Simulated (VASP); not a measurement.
**VASP 6.6.1 run: AlN**

INCAR

```
NSW = 0
ISIF = 2
ISMEAR = -1
GGA = PE
LREAL = .FALSE.
LASPH = .TRUE.
LWAVE = .FALSE.
EDIFF = 1E-7
ENCUT = 520
SIGMA = 0.02
LCHARG = .FALSE.
PREC = Accurate
ISYM = -1
IBRION = -1
NELM = 97
NBANDS = 11
```

KPOINTS

```
KPOINTS created by Atomic Simulation Environment
0
Gamma
4 4 4
0 0 0
```

POSCAR

```
Al N
 1.0000000000000000
     0.0000000000000000    2.0289627875999998    2.0111917083000002
     2.0289627875999998    0.0000000000000000    2.0111917083000002
     2.0289627875999998    2.0289627875999998    0.0000000000000000
 Al  N
   1   1
Cartesian
  0.0000000000000000  0.0000000000000000  0.0000000000000000
  2.0289627875999998  2.0289627875999998  2.0111917083000002
```

The recommended PBE PAW datasets give the neutral cell 8 valence electrons.

Command

```
mpirun -np 1 vasp_std
```

OSZICAR

```
N       E                     dE             d eps       ncg     rms          rms(c)
DAV:   1     0.111963978435E+02    0.11196E+02   -0.39928E+03  1472   0.622E+02
DAV:   2    -0.154799150899E+02   -0.26676E+02   -0.25515E+02  1705   0.143E+02
DAV:   3    -0.162501679659E+02   -0.77025E+00   -0.76885E+00  1711   0.217E+01
DAV:   4    -0.162531345686E+02   -0.29666E-02   -0.29662E-02  1561   0.146E+00
DAV:   5    -0.162531592391E+02   -0.24670E-04   -0.24670E-04  1666   0.129E-01    0.766E+00
DAV:   6    -0.144808197787E+02    0.17723E+01   -0.74169E+00  1528   0.146E+01    0.272E+00
DAV:   7    -0.144633091170E+02    0.17511E-01   -0.20273E-01  1570   0.322E+00    0.179E+00
DAV:   8    -0.144584075613E+02    0.49016E-02   -0.15885E-02  1432   0.110E+00    0.316E-01
DAV:   9    -0.144580822159E+02    0.32535E-03   -0.13803E-03  1549   0.225E-01    0.146E-01
DAV:  10    -0.144581422942E+02   -0.60078E-04   -0.14331E-04  1546   0.880E-02    0.413E-02
DAV:  11    -0.144581362901E+02    0.60041E-05   -0.19381E-05  1630   0.249E-02    0.806E-03
DAV:  12    -0.144581360877E+02    0.20249E-06   -0.69566E-07  1480   0.687E-03    0.139E-03
DAV:  13    -0.144581360651E+02    0.22565E-07   -0.11722E-08   761   0.764E-04
   1 F= -.14458136E+02 E0= -.14458136E+02  d E =-.336148E-10
```

From OUTCAR

```
k-points           NKPTS =     64   k-points in BZ     NKDIM =     64   number of bands    NBANDS=     11

   NELECT =       8.0000    total number of electrons

   dimension x,y,z NGX =    24 NGY =   24 NGZ =   24
   dimension x,y,z NGXF=    48 NGYF=   48 NGZF=   48

  energy-cutoff  :      520.00
  volume of cell :       16.56
      direct lattice vectors                 reciprocal lattice vectors
     0.000000000  2.028962788  2.011191708    -0.246431331  0.246431331  0.248608821
     2.028962788  0.000000000  2.011191708     0.246431331 -0.246431331  0.248608821
     2.028962788  2.028962788  0.000000000     0.246431331  0.246431331 -0.248608821

 k-points in reciprocal lattice and weights: KPOINTS created by Atomic Simulation Env
   0.00000000  0.00000000  0.00000000       0.016
   0.25000000  0.00000000  0.00000000       0.016
   0.50000000  0.00000000  0.00000000       0.016
  -0.25000000  0.00000000  0.00000000       0.016
   0.00000000  0.25000000  0.00000000       0.016
   0.25000000  0.25000000  0.00000000       0.016
   0.50000000  0.25000000  0.00000000       0.016
  -0.25000000  0.25000000  0.00000000       0.016
   ...

 E-fermi :  10.4219

 k-point     1 :       0.0000    0.0000    0.0000
  band No.  band energies     occupation
      1      -7.5650      2.00000
      2       9.9469      2.00000
      3      10.0114      2.00000
      4      10.0114      2.00000
      5      15.6210      0.00000
      6      22.0627      0.00000
      7      22.0627      0.00000
      8      22.1795      0.00000
      9      27.2402      0.00000
     10      27.5701      0.00000
     11      27.8608      0.00000

 k-point     2 :       0.2500    0.0000    0.0000
  band No.  band energies     occupation
      1      -6.3369      2.00000
      2       5.6382      2.00000
      3       9.4009      2.00000
      4       9.4018      2.00000
      5      16.8223      0.00000
      6      21.0878      0.00000
      7      22.1500      0.00000
      8      22.3452      0.00000
      9      26.0992      0.00000
     10      26.1411      0.00000
     11      27.0712      0.00000

 k-point     3 :       0.5000    0.0000    0.0000
  band No.  band energies     occupation
      1      -4.3007      2.00000
      2       1.6678      2.00000
      3       8.8953      2.00000
      4       8.9293      2.00000
      5      16.0763      0.00000
      6      20.8202      0.00000
      7      21.0238      0.00000
      8      23.2548      0.00000
      9      26.0105      0.00000
     10      30.5977      0.00000
     11      30.6137      0.00000

 k-point     4 :      -0.2500    0.0000    0.0000
  band No.  band energies     occupation
      1      -6.3369      2.00000
      2       5.6382      2.00000
      3       9.4009      2.00000
      4       9.4018      2.00000
      5      16.8223      0.00000
      6      21.0878      0.00000
      7      22.1500      0.00000
      8      22.3452      0.00000
      9      26.0992      0.00000
     10      26.1411      0.00000
     11      27.0712      0.00000

 k-point     5 :       0.0000    0.2500    0.0000
  band No.  band energies     occupation
      1      -6.3369      2.00000
      2       5.6382      2.00000
      3       9.4009      2.00000
      4       9.4018      2.00000
      5      16.8223      0.00000
      6      21.0878      0.00000
      7      22.1500      0.00000
      8      22.3452      0.00000
      9      26.0992      0.00000
     10      26.1411      0.00000
     11      27.0712      0.00000

 ...

  Total        0.3877123      0.3877120      0.6399706     -0.0000007     -0.0000007     -0.0000007
  in kB       37.5135860     37.5135549     61.9211491     -0.0000712     -0.0000708     -0.0000645
  external PRESSURE =      45.6494300 kB  Pullay stress =       0.0000000 kB

 POSITION                                       TOTAL-FORCE (eV/Angst)
 -----------------------------------------------------------------------------------
      0.00000      0.00000      0.00000        -0.000000     -0.000000     -0.000000
      2.02896      2.02896      2.01119         0.000000      0.000000      0.000000
 -----------------------------------------------------------------------------------
    total drift:                                0.000000      0.000000      0.000000

  FREE ENERGIE OF THE ION-ELECTRON SYSTEM (eV)
  ---------------------------------------------------
  free  energy   TOTEN  =       -14.4581360651 eV

  energy  without entropy=      -14.4581360651  energy(sigma->0) =      -14.45813607
```

It converged. Results: gap between bands v and c on the k mesh 4.46 eV; least direct gap on the k mesh 5.61 eV; pressure 4.6 GPa. Band v is the last that the valence electrons fill when counted band by band, and c is the next.

These settings aren't sound, so the numbers aren't properties of the crystal.

On sound settings PBE gives a gap of 4.51 eV on its mesh and a pressure of 4.5 GPa for the intended cell.

The run took about 10 s on one core of a shared host (Intel Xeon Platinum 8488C) and held 0.14 GiB at most.
